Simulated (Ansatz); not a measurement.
SiC2 as one 6-atom ordering (P3m1) on the diamond lattice at its r2SCAN geometry, run in the PAW code Ansatz at 2 levels of theory. No spin polarisation and no zero-point or thermal motion; the cell was built from a prototype and may be hypothetical.

The r2SCAN input:
```yaml
crystal:
  lattice:
    - [2.9301444329, 0.0, 0.0]
    - [-1.4650722165, 2.5375795157, 0.0]
    - [0.0, 0.0, 7.175482268]
  atoms:
    - { symbol: C, position: [0.0, 0.0, -0.0197225661] }
    - { symbol: C, position: [0.6666666667, 0.3333333333, 0.6910395341] }
    - { symbol: C, position: [0.3333333333, 0.6666666667, 0.3353027124] }
    - { symbol: C, position: [0.6666666667, 0.3333333333, 0.9057115667] }
    - { symbol: Si, position: [0.3333333333, 0.6666666667, 0.5953175209] }
    - { symbol: Si, position: [0.0, 0.0, 0.2423512318] }
kpoints:
  mp_grid: { grid: [12, 12, 4] }
  band_path:
    path:
      - [0.0, 0.0, 0.0]
      - [0.5, 0.0, 0.0]
      - [0.3333333333, 0.3333333333, 0.0]
      - [0.0, 0.0, 0.5]
      - [0.5, 0.0, 0.5]
      - [0.3333333333, 0.3333333333, 0.5]
      - [0.0, 0.5, 0.0]
    npoints: 1
hamiltonian:
  xc: r2scan
scf:
  occupations: { method: fixed }
  n_extra_bands: 5
output:
  forces: true
  stress: true
  eigenvalues: true
  write_density: true
  write_potential: true
  elf: true
  volumetric_format: npy
```

Main results, then, where recorded, the levels near the gap in eV from the Fermi energy (columns number the bands from 0), one row a point of the path (Γ, M, K, A, L, H, M):
```
Crystal: 6 atoms, lattice volume = 53.353 Å³
Symmetry: 6 space group operations
Space group: P3m1 (ITA 156)
```
```
Basis set: ecut = 500 eV, 1359 PW (Γ)
Bands: 17, of which v1, the nominal top of the filled ones, is band 12 counted from 1 (11 counted from 0)
k-points: 69 of 576 (time reversal used)
Free energy (F): -2283.102918 eV
Fermi energy:    10.475933 eV
--- Forces (eV/Å), atoms counted from 1 ---
  atom   1  C       0.00000      0.00000     0.00000
  atom   2  C       0.00000      0.00000    -0.00005
  atom   3  C       0.00000      0.00000      0.00008
  atom   4  C       0.00000      0.00000      0.00005
  atom   5  Si      0.00000      0.00000      0.00007
  atom   6  Si      0.00000      0.00000      0.00004
--- Stress (GPa, compression-positive) ---
        0.002585       0.000000       0.000000
        0.000000       0.002585       0.000000
        0.000000       0.000000       0.003978
  P = ⅓ Tr σ = 0.0030 GPa (0.030 kbar)
```
```tsv
band_8	band_9	band_10	band_11	band_12	band_13	band_14
-1.107	-0.719	0.000	0.000	3.191	5.214	5.214
-4.113	-3.449	-2.879	-1.951	1.632	3.314	5.436
-6.772	-4.365	-3.054	-2.717	3.517	3.861	4.771
-0.998	-0.998	-0.145	-0.145	3.264	5.343	5.343
-4.851	-3.307	-2.147	-1.497	2.643	3.155	5.115
-5.615	-5.368	-4.172	-3.864	4.951	5.118	6.794
-4.113	-3.449	-2.879	-1.951	1.632	3.314	5.436
```

r2SCAN gives an indirect gap of 1.63 eV, from Γ to M; the least direct gap is 3.19 eV at Γ.

HSE06. Against the first input these blocks differ (the band path and keys that only write files left aside):
```yaml
kpoints:
  mp_grid: { grid: [6, 6, 2] }
hamiltonian:
  xc: hse06
```

```
Basis set: ecut = 420 eV, 1019 PW (Γ)
Bands: 17, of which v1, the nominal top of the filled ones, is band 12 counted from 1 (11 counted from 0)
k-points: 14 of 72 (time reversal used)
Exchange kernel: α = 0.2500, screened, ω = 0.2079 Å⁻¹, Wigner–Seitz truncation, v(0) = 1033.1101 eV·Å³, q-mesh 6×6×2
hybrid outer 1: dexx = +8.547e-3 eV, tail = 1.18e-5 eV
hybrid outer 2: dexx = +1.386e-7 eV, tail = 3.86e-9 eV, Δε = 9.82e-4 eV, ΔF = 3.47e-3 eV/Å
Free energy (F): -2274.533360 eV
Fermi energy:    9.996561 eV
--- Forces (eV/Å), atoms counted from 1 ---
  atom   1  C       0.00000      0.00000    -0.31010
  atom   2  C       0.00000      0.00000      0.16725
  atom   3  C       0.00000      0.00000      0.00358
  atom   4  C       0.00000      0.00000      0.13738
  atom   5  Si      0.00000      0.00000      0.00388
  atom   6  Si      0.00000      0.00000    -0.00198
--- Stress (GPa, compression-positive) ---
       -2.697248       0.000000       0.000000
        0.000000      -2.697248       0.000000
        0.000000       0.000000      -2.085005
  P = ⅓ Tr σ = -2.4932 GPa (-24.932 kbar)
```
```tsv
band_8	band_9	band_10	band_11	band_12	band_13	band_14
-1.160	-0.786	0.000	0.000	4.180	6.135	6.135
-4.246	-3.650	-3.009	-2.042	2.196	4.085	6.065
-7.096	-4.561	-3.158	-2.872	4.162	4.465	5.461
-1.045	-1.045	-0.146	-0.146	4.263	6.277	6.277
-5.046	-3.467	-2.251	-1.568	3.264	3.860	5.845
-5.879	-5.611	-4.317	-4.080	5.578	5.746	7.557
-4.246	-3.650	-3.009	-2.042	2.196	4.085	6.065
```

The HSE06 gap is indirect, 2.20 eV (Γ to M), below the direct gap of 4.18 eV at Γ. With the atoms held, the mean pressure is -2.5 GPa (compression positive). (The program warns that its thresholds are loose for a hybrid's stress.)

Small level splittings and stresses of the hybrids carry the error of their coarser meshes.

Totals of different functionals can't be compared.
